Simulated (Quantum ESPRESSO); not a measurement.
The system is Br.

```
Br
1.0
     3.36325   -2.32255    0.00000
     3.36325    2.32255    0.00000
     0.00000    0.00000    8.70230
Br
4
Cartesian
  3.3632 0.6266 3.3948
  3.3632 1.6959 7.7459
  3.3632 -0.6266 5.3075
  3.3632 -1.6959 0.9564
```

Base run:

| Property | Result |
| --- | --- |
| Program | Quantum ESPRESSO 7.5 |
| Functional | r2SCAN |
| Potentials or basis | SG15 PBE 1.2 |
| Cutoff | 626 eV |
| Density cutoff | 2503 eV |
| k mesh | 7 × 7 × 3 |
| Occupations | fermi-dirac, width 0.05 eV |
| Spin | no spin polarisation |

Its results: band gap on the k mesh 2.17 eV, indirect (least direct gap 2.19 eV); pressure 1.0 GPa; largest force 0.816 eV/Å.

The run is repeated on the same cell with these changes: functional from r2SCAN to PBEsol; k mesh from 7 × 7 × 3 to 6 × 6 × 2. What comes out?

Band gap on the k mesh 1.81 eV, indirect (least direct gap 1.85 eV); pressure 0.7 GPa; largest force 1.039 eV/Å.

Several settings changed at once, so the effect can't be laid on one alone.

Caveats: the potentials were made for another functional, which shifts forces and pressure; some levels on the path didn't converge (some runs).

A k mesh can miss the band edges.
